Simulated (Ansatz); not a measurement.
Cu in Ansatz: the effect of target pressure

Cu:

```
CELL_PARAMETERS angstrom
0.00000 1.80750 1.80750
1.80750 0.00000 1.80750
1.80750 1.80750 0.00000
ATOMIC_POSITIONS crystal
Cu 0.00000 0.00000 0.00000
```

Alike in all runs:

| Item | Value |
| --- | --- |
| Program | Ansatz 0.2.0 |
| Task | relaxation of cell and atoms |
| Functional | PBEsol |
| Potentials or basis | Ansatz PAW |
| Cutoff | 420 eV (not typed: the program's choice for these potentials) |
| k mesh | 13 × 13 × 13 |
| Occupations | fermi-dirac, width 0.05 eV |
| Spin | no spin polarisation |

Each run relaxes the cell or the atoms first.

```csv
target pressure,relaxed volume (Å³/atom)
0 GPa,11.31
2 GPa,?
5 GPa,11.00
10 GPa,10.73
20 GPa,10.30
30 GPa,9.94
```

Problem. What does the run with target pressure 2 GPa give?

Solution. Relaxed volume 11.18 Å³/atom.

Worked out: In Murnaghan's law V^(-B') rises as a straight line in P. The other rows fit best with B' = 4.7, V0 = 11.31 Å³/atom and B0 = 169 GPa, which gives 11.18 Å³/atom at 2 GPa, against the run's 11.18.

Caveats: the plane-wave basis is chosen anew once the cell has moved, so the energies of steps on either side of that aren't comparable; the PAW data sets come from PBE, with cores solved anew for the run's functional, which leaves a small shift of forces and pressure; the volume moved by over 15 % at a fixed basis, so the end points are rough (some runs).
